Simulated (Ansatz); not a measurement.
# HfC (Fm-3m) in Ansatz: notebook

One crystal, HfC, is run at these levels: LDA, PBEsol, PBE; tasks: band structure, elastic constants.

Everything below comes from runs of Ansatz 0.2.0. Logs are shortened: lines on timing, memory, paths and dates and some standing lists are left out, and cuts for length are marked.

## (1) The structure

Symmetry: Fm-3m, No. 225, cubic system. Conventional cell: a = 4.650 Å, b = 4.650 Å, c = 4.650 Å, α = 90.00°, β = 90.00°, γ = 90.00°. Around Hf (site symmetry m-3m) lie 6 C at 2.33 Å. C (site symmetry m-3m) has 6 Hf at 2.33 Å as nearest neighbours.

## (2) Band structure, LDA, spin-orbit coupling, no magnetisation

File input.yaml:

```yaml
crystal:
  lattice:
    - [0.0, 2.325, 2.325]
    - [2.325, 0.0, 2.325]
    - [2.325, 2.325, 0.0]
  atoms:
    - { symbol: Hf, position: [0.5, 0.5, 0.5] }
    - { symbol: C, position: [0.0, 0.0, 0.0] }
kpoints:
  mp_grid: { grid: [7, 7, 7] }
  band_path:
    path:
      - [0.0, 0.0, 0.0]
      - [0.5, 0.0, 0.5]
      - [0.5, 0.25, 0.75]
      - [0.375, 0.375, 0.75]
      - [0.0, 0.0, 0.0]
      - [0.5, 0.5, 0.5]
      - [0.625, 0.25, 0.625]
      - [0.5, 0.25, 0.75]
    npoints: 8
scf:
  occupations: { method: fermi_dirac, width: 0.05 }
hamiltonian:
  xc: lda
  pseudopotentials: { kind: all_electron, lapw: { basis_error: 0.001 } }
magnetization:
  noncollinear: true
  spin_orbit: true
output:
  forces: true
  stress: true
  eigenvalues: true
```

Potentials or basis: all-electron LAPW, relativistic spinors.

Launch:

```console
> ansatz run input.yaml --threads 1 --pin off --max-ram 3072MiB --backend cpu --events-out ev --progress --plain --runs-dir out
```

What it wrote:

```text
Warning: RAYON_NUM_THREADS=1 ignored (pool sized by the plan → 1); use --threads N
LAPW: plane waves up to 8.918 Å⁻¹, error target 1.0e-3 eV per atom; Dirac's equation on spinors; C in spheres of 0.957 Å, 6 of its electrons in bands; Hf in spheres of 1.368 Å, 42 of its electrons in bands (how accurate: hamiltonian.pseudopotentials.lapw.basis_error, Limitations)
Engine: ansatz 0.2.0, aarch64-unknown-linux-gnu
Pseudopotentials: kind: all_electron
Pseudopotential: Hf, LAPW, valence charge 42, lapw/all_electron/dirac/gaussian/Hf, Dirac's equation, gaussian nucleus
Pseudopotential: C, LAPW, valence charge 6, lapw/all_electron/dirac/gaussian/C, Dirac's equation, gaussian nucleus
Functional definition: SPW92
  exchange = slater_x
  correlation = pw_c
non-collinear run that drives no moment, with spin-orbit: no starting moment large enough to seed its density (crystal.atoms[].spin), no starting occupations that ask for one, no magnetisation constraint and no magnetic field, so the semilocal B_xc is pinned to zero
Crystal: 2 atoms, lattice volume = 25.136 Å³
Basis set: ecut = 303.0378598559705 eV, 307 PW (Γ), exchange–correlation at level 2
Bands: 58, of which v1, the nominal top of the filled ones, is band 48 counted from 1 (47 counted from 0)
Symmetry: 48 space group operations + 48 with time reversal
Magnetic group: BNS 225.117 (UNI 1619), of the structure as read, at distance tolerance 2.9e-5 Å
k-points: 20 of 343
Non-local potential: Hf, projectors of the file, none
Non-local potential: C, projectors of the file, none
Initial density: superposition of atomic densities (chi_scale 0.1, normalization cell, long waves kept (reshape's long-wave potential 0.00 eV rms))
Initial wavefunctions: plane waves of lowest kinetic energy (no species holds an atomic orbital)
Functional: x = slater, c = lda
iter 1 solved again at ethr=1.22e-2 eV; its pass at ethr=1.00e-1 eV (dr2=5.84e0 eV) is discarded
SCF iter   1: F=—  HF=-411569.099900 eV  |F-HF|=—  |Δ(HF+E_count)|=         —  Δρ=1.28e-1  dr2=5.84e0  dr2_m=0.00e0 (ungated)  ethr=1.22e-2  |M|=0.00e0 ∫|m|=0.00e0 μB  β_m=0.30  ⟨swp⟩=2.0  Hψ=6954  notcnv=0
preconditioner: auto → none  [insulator: Δε(μ)=0.381 eV  Ē_g=18.088 eV  σ=0.050 eV  W_gap=0.74  n_scr=14 (ndim 8)  ℏωp=39.2 eV  f_vac=0.000  D(μ)=0.27/eV (n_scr^D=0)  ε∞_Penn≈5.7]
iter 2 solved again at ethr=6.13e-5 eV; its pass at ethr=1.22e-2 eV (dr2=2.94e-2 eV) is discarded
SCF iter   2: F=—  HF=-411567.143655 eV  |F-HF|=—  |Δ(HF+E_count)|=    1.96e0  Δρ=1.69e-2  dr2=2.94e-2  dr2_m=0.00e0 (ungated)  ethr=6.13e-5  |M|=0.00e0 ∫|m|=0.00e0 μB  β_m=0.30  ⟨swp⟩=2.0  Hψ=5896  notcnv=0
SCF iter   3: F=—  HF=-411567.111671 eV  |F-HF|=—  |Δ(HF+E_count)|=         —  Δρ=1.26e-2  dr2=2.71e-2  dr2_m=0.00e0 (ungated)  ethr=6.12e-5  |M|=0.00e0 ∫|m|=0.00e0 μB  β_m=0.46  ⟨swp⟩=2.3  Hψ=3552  notcnv=0
the basis was enlarged: its passes take 1.9 MiB over the memory plan, 1 of 1 planned eigensolver slots
SCF iter   4: F=—  HF=-411567.103930 eV  |F-HF|=—  |Δ(HF+E_count)|=   7.74e-3  Δρ=4.86e-3  dr2=4.67e-3  dr2_m=0.00e0 (ungated)  ethr=5.66e-5  |M|=0.00e0 ∫|m|=0.00e0 μB  β_m=0.42  ⟨swp⟩=2.0  Hψ=3480  notcnv=0
SCF iter   5: F=—  HF=-411567.099458 eV  |F-HF|=—  |Δ(HF+E_count)|=   4.47e-3  Δρ=7.05e-4  dr2=9.76e-5  dr2_m=0.00e0 (ungated)  ethr=9.72e-6  |M|=0.00e0 ∫|m|=0.00e0 μB  β_m=0.65  ⟨swp⟩=2.0  Hψ=3476  notcnv=0
SCF iter   6: F=—  HF=-411567.099413 eV  |F-HF|=—  |Δ(HF+E_count)|=   4.55e-5  Δρ=1.42e-4  dr2=2.11e-6  dr2_m=0.00e0 (ungated)  ethr=2.03e-7  |M|=0.00e0 ∫|m|=0.00e0 μB  β_m=0.64  ⟨swp⟩=2.3  Hψ=3512  notcnv=0
SCF iter   7: F=-411567.099412 eV  HF=-411567.099412 eV  |F-HF|=1.92e-8  |Δ(HF+E_count)|=   1.11e-6  Δρ=2.05e-5  dr2=5.72e-8  dr2_m=0.00e0 (ungated)  ethr=4.40e-9  |M|=0.00e0 ∫|m|=0.00e0 μB  ⟨swp⟩=2.3  Hψ=3504  notcnv=0
SCF 1 converged in 7 iterations: F = -411567.099412 eV  dr2 = 5.72e-8
NSCF: frozen V_eff on 57 k-points
SCF converged after 7 iterations
Magnetization: |M| = 0.0000 μB,  M = (+0.0000, +0.0000, +0.0000) μB
Absolute magnetization: 0.0000 μB (∫|m|)
  site 0: m = (+0.0000, +0.0000, +0.0000) μB, |m| = 0.0000 μB  (R = 1.37 Å)
  site 1: m = (+0.0000, +0.0000, +0.0000) μB, |m| = 0.0000 μB  (R = 0.96 Å)
Free energy (F): -411567.099412 eV
Harris-Foulkes:  -411567.099412 eV  (|F-HF|=1.92e-8)
Internal energy: -411567.097255 eV  (E = F + TS)
E sigma→0 (E₀):  -411567.098333 eV
Entropy (-TS):   -0.002157 eV (-1.078 meV/atom)
Fermi energy:    20.101651 eV
--- Per-component energies (eV) ---
  E_band       = -4297.112447
  E_kinetic    = 459945.663175
  E_xc         = -8325.397927
  E_electrostatic = -863187.362502  (all electrons and nuclei)
  E_smearing   = -0.002157  (= −TS)
  E_closure    = 0.000000  (closes the sum)
  E_atoms      = -411546.741837  (free atoms, spherical and without spin; not in F)
  Σ components = -411567.099412   (vs F -411567.099412, Δ=0.00e0)
  Basis errors (estimates in eV, not in F): energy 3.6e-4 per atom: plane waves 3.2e-4 (1.8e-4 summed), levels above the bands 2.4e-62, relativity 6.4e-9, radial functions 4.3e-5, core shells 1.2e-7; eigenvalues (radial functions only) 4.9e-6; not estimated: angular momenta, meshes, grids; target (lapw.basis_error) 1.0e-3; muffin-tin radii C 0.957 Å, Hf 1.368 Å
--- Forces (eV/Å), atoms counted from 1 ---
  atom   1  Hf    -0.00000000    -0.00000000    -0.00000000
  atom   2  C     -0.00000000     0.00000000    -0.00000000
  max |Σ_I F_I| component: 6.06e-28 eV/Å
--- Stress (GPa, compression-positive) ---
      -12.389397       0.000000      -0.000000
        0.000000     -12.389397       0.000000
       -0.000000       0.000000     -12.389397
  P = ⅓ Tr σ = -12.3894 GPa (-123.894 kbar)
--- Band table (eV; the first three rows and the last of 20) ---
  k-point 0: bands = ["-393.6985", "-393.6985", "-335.0985", "-335.0985", "-335.0985", "-335.0985", "-241.6242", "-241.6242", "-186.2504", "-186.2504", "-186.2504", "-186.2504", "-175.5234", "-175.5234", "-175.5126", "-175.5126", "-175.5126", "-175.5126", "-40.8422", "-40.8422", "-15.1002", "-15.1002", "-7.2058", "-7.2058", "-7.2058", "-7.2058", "7.9501", "7.9501", "8.2173", "8.2173", "8.2173", "8.2173", "8.2259", "8.2259", "9.9188", "9.9188", "9.9588", "9.9588", "9.9817", "9.9817", "9.9817", "9.9817", "21.0765", "21.0765", "21.2620", "21.2620", "21.2620", "21.2620", "21.2996", "21.2996", "21.2996", "21.2996", "21.5961", "21.5961", "23.4696", "23.4696", "23.4696", "23.4696"]
  k-point 1: bands = ["-393.6985", "-393.6985", "-335.0985", "-335.0985", "-335.0985", "-335.0985", "-241.6242", "-241.6242", "-186.2504", "-186.2504", "-186.2504", "-186.2504", "-175.5234", "-175.5234", "-175.5126", "-175.5126", "-175.5126", "-175.5126", "-40.8345", "-40.8345", "-15.1303", "-15.1303", "-7.3280", "-7.3280", "-7.2217", "-7.2217", "8.1936", "8.1936", "8.2199", "8.2199", "8.2256", "8.2256", "8.4743", "8.4743", "9.9310", "9.9310", "9.9598", "9.9598", "9.9793", "9.9793", "9.9820", "9.9820", "19.0309", "19.0309", "19.5771", "19.5771", "19.6263", "19.6263", "22.0748", "22.0748", "22.0916", "22.0916", "22.5551", "22.5551", "25.3743", "25.3743", "25.3948", "25.3948"]
  k-point 2: bands = ["-393.6985", "-393.6985", "-335.0985", "-335.0985", "-335.0985", "-335.0985", "-241.6242", "-241.6242", "-186.2504", "-186.2504", "-186.2504", "-186.2504", "-175.5234", "-175.5234", "-175.5126", "-175.5126", "-175.5126", "-175.5126", "-40.8171", "-40.8171", "-15.1986", "-15.1986", "-7.5867", "-7.5867", "-7.2572", "-7.2572", "8.2014", "8.2014", "8.2253", "8.2253", "8.2266", "8.2266", "9.6330", "9.6330", "9.9559", "9.9559", "9.9760", "9.9760", "9.9820", "9.9820", "10.1120", "10.1120", "16.5461", "16.5461", "18.0097", "18.0097", "18.0839", "18.0839", "23.2552", "23.2552", "23.4676", "23.4676", "23.6039", "23.6039", "28.3192", "28.3192", "28.3702", "28.3702"]
  k-point 19: bands = ["-393.6985", "-393.6985", "-335.0985", "-335.0985", "-335.0985", "-335.0985", "-241.6242", "-241.6242", "-186.2504", "-186.2504", "-186.2504", "-186.2504", "-175.5234", "-175.5234", "-175.5126", "-175.5126", "-175.5126", "-175.5126", "-40.7885", "-40.7885", "-15.3037", "-15.3037", "-7.7466", "-7.7466", "-7.5566", "-7.5566", "8.2136", "8.2136", "8.2221", "8.2221", "8.2336", "8.2336", "9.8778", "9.8778", "9.9605", "9.9605", "9.9700", "9.9700", "9.9819", "9.9819", "10.8033", "10.8033", "16.5082", "16.5082", "17.3578", "17.3578", "17.9449", "17.9449", "22.9775", "22.9775", "24.4441", "24.4441", "26.5591", "26.5591", "27.6281", "27.6281", "28.5980", "28.5980"]
```

It took 68 s on 1 thread of Arm Neoverse V2, shared host; peak memory 0.45 GiB.

What came out:

| Quantity | Value |
| --- | --- |
| Free energy | -411567.0994 eV |
| Pressure | -12.4 GPa |
| Band gap along the path | none (metal or under the smearing width) |

Levels at the corners of the path, in eV from the Fermi level:
```csv
point,band 45,band 46,band 47,band 48,band 49,band 50,band 51,band 52
Γ,1.16,1.16,1.16,1.16,1.20,1.20,1.20,1.20
X,-1.82,-1.82,-0.15,-0.15,0.19,0.19,5.23,5.23
W,-2.95,-2.95,-2.40,-2.40,3.60,3.60,3.66,3.66
K,-2.67,-2.67,-1.57,-1.57,1.57,1.57,5.63,5.63
Γ,1.16,1.16,1.16,1.16,1.20,1.20,1.20,1.20
L,-3.04,-3.04,-2.95,-2.95,5.16,5.16,5.18,5.18
U,-2.67,-2.67,-1.57,-1.57,1.57,1.57,5.63,5.63
W,-2.95,-2.95,-2.40,-2.40,3.60,3.60,3.66,3.66
```

Caveat: the k mesh is thin for a metal, which can move the energy by tens of meV per atom.

(Part 1 of 2 ends here.)
